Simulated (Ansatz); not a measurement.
## One atom moved over a plane in GaCo

Level of theory: DFT PBEsol, scalar-relativistic, plane waves, PAW in Ansatz. Settings: plane waves to 420 eV, k-mesh 16×16×16 (Γ-centred), Gaussian smearing 0.15 eV. No spin polarisation. A magnetic state may lie lower. Energies are free energies at this smearing, counted from the undisturbed cell; pressure is positive in compression.

The undisturbed cell (as given, not relaxed at this level; it stands at -8.1 GPa, and it needn't be the usual structure):

```
CELL_PARAMETERS angstrom
2.88310 0.00000 0.00000
0.00000 2.88310 0.00000
0.00000 0.00000 2.88310
ATOMIC_POSITIONS crystal
Ga 0.50000 0.50000 0.50000
Co 0.00000 0.00000 0.00000
```

Atom 2 (Co) is moved by p along (0.707, 0.707, 0.000) and q along (0.000, 0.000, 1.000) (Å), all else fixed. Points are written (p, q). At -8 GPa the given cell is far from its own equilibrium, so these figures belong to a strongly strained crystal.

Energy above the undisturbed cell in eV/cell (a dash: not computed):

```csv
p \ q,-0.200,-0.100,0.000,0.100,0.200
-0.200,0.25,0.15,0.12,0.15,0.25
-0.100,0.15,0.06,0.03,0.06,0.15
0.000,0.11,0.03,0.00,0.03,0.11
0.100,0.15,0.06,0.03,0.06,0.15
0.200,0.25,0.15,0.12,0.15,0.25
```

Pressure in GPa:

| p \ q | -0.200 | -0.100 | 0.000 | 0.100 | 0.200 |
| --- | --- | --- | --- | --- | --- |
| -0.200 | -1.4 | -4.0 | -4.9 | -4.0 | -1.4 |
| -0.100 | -4.1 | -6.5 | -7.3 | -6.5 | -4.1 |
| 0.000 | -5.0 | -7.3 | -8.1 | -7.3 | -5.0 |
| 0.100 | -4.1 | -6.5 | -7.3 | -6.5 | -4.1 |
| 0.200 | -1.4 | -4.0 | -4.9 | -4.0 | -1.4 |